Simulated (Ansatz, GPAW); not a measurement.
One calculation of W, 3 ways

```
CELL_PARAMETERS angstrom
-1.58234 1.58234 1.58234
1.58234 -1.58234 1.58234
1.58234 1.58234 -1.58234
ATOMIC_POSITIONS crystal
W 0.00000 0.00000 0.00000
```

Alike in all runs: task single point; functional PBE; k mesh 12 × 12 × 12; occupations gaussian, width 0.015 eV; no spin polarisation; no spin-orbit coupling. Pressure is positive in compression and, in plane waves, holds the error of the finite cutoff, which Ansatz's Pulay term estimates and takes out.

| program and potentials | plane-wave cutoff (eV) | notes | band gap (eV) | pressure (GPa) |
| --- | --- | --- | --- | --- |
| Ansatz, Ansatz PAW | 420 | Pulay term of +0.08 GPa included | no gap | 6.04 |
| Ansatz, all-electron LAPW, scalar-relativistic | - | - | ? | ? |
| GPAW, GPAW PAW data sets (gpaw-data 1.2.1) | 600 | - | no gap | 5.85 |

Task: Estimate from the other rows what the run with Ansatz, all-electron LAPW, scalar-relativistic gave.

Result: No band gap; pressure 6.11 GPa. The other rows, which needn't bracket it: pressure 5.85 to 6.04.
